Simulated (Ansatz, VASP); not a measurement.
## HgTe: 6 runs at one level of theory

The starting cell:

```
Hg Te
1.0
     0.00000    3.21450    3.21450
     3.21450    0.00000    3.21450
     3.21450    3.21450    0.00000
Hg Te
1 1
Direct
  0.00000 0.00000 0.00000
  0.75000 0.75000 0.75000
```

Alike in all runs: task relaxation of cell and atoms; functional PBE; k mesh 7 × 7 × 7; occupations fermi-dirac, width 0.05 eV; no spin polarisation; no spin-orbit coupling.

```tsv
program and potentials	plane-wave cutoff (eV)	notes	equilibrium volume (Å³/atom)
VASP, PBE PAW files Hg_sv_GW, Te_GW, 630 eV	630	13 valence electrons an atom on average	36.69
VASP, PBE PAW files Hg, Te, release 54, 600 eV	600	9 valence electrons an atom on average	36.83
VASP, PBE PAW files Hg_sv_GW, Te_GW, 680 eV	680	13 valence electrons an atom on average	36.67
VASP, PBE PAW files Hg, Te, release 54, 580 eV	580	9 valence electrons an atom on average	36.83
Ansatz, all-electron LAPW, scalar-relativistic	-	-	36.82
VASP, PBE PAW files Hg, Te, 600 eV	600	9 valence electrons an atom on average	36.83
```

The equilibrium volume spans 36.67 (VASP, PBE PAW files Hg_sv_GW, Te_GW, 680 eV) to 36.83 Å³/atom (VASP, PBE PAW files Hg, Te, 600 eV), with all-electron results at 36.82. Relaxations stop with a little pressure left, so the last digit of a volume isn't settled.

The functional is the same throughout but for its coding, so the spread measures potentials, basis and numerics; runs on potential files found faulty are left out.
